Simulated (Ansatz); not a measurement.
# Al: equation of state with LDA

**Experimental background.**

“The interpretation of polycrystalline coherent inelastic neutron scattering from aluminium”, 2013, pmc:3831299 quotes, for a bulk crystal of Al: bulk modulus 76.9 GPa.

The system is Al.

```
CELL_PARAMETERS angstrom
0.00000 2.02481 2.02481
2.02481 0.00000 2.02481
2.02481 2.02481 0.00000
ATOMIC_POSITIONS crystal
Al 0.00000 0.00000 0.00000
```

```json
{
 "Program": "Ansatz 0.2.0",
 "Task": "equation of state",
 "Functional": "LDA",
 "Potentials or basis": "Ansatz PAW",
 "Cutoff": "420 eV",
 "Density cutoff": "1680 eV",
 "k mesh": "11 × 11 × 11",
 "Occupations": "fermi-dirac, width 0.05 eV",
 "Spin": "no spin polarisation"
}
```

* Equilibrium volume: 15.83 Å³/atom
* Bulk modulus: 85 GPa
* Pressure derivative of the bulk modulus: 4.6

Energy against volume, from the lowest point:
```
volume (Å³/atom)  energy (meV/atom)
          15.607               0.64
          15.939               0.00
          16.271               2.92
          16.603               9.02
          16.935              17.97
          17.267              29.42
          17.599              43.09
```

All runs of the series together: 4.7 s on 2 threads of AMD EPYC 7R43 64-Core Processor (Zen 3), on a shared host.

Measured bulk modulus of Al: 76.9 GPa (quoted in “The interpretation of polycrystalline coherent inelastic neutron scattering from aluminium”, 2013, pmc:3831299). This calculation gives 85 GPa (+11.1 %). The fit is for a static lattice scaled at fixed shape and fixed fractional positions. The cell as given is a measured one (16.60 Å³/atom); LDA puts the equilibrium volume -4.7 % from it, thermal expansion not counted.
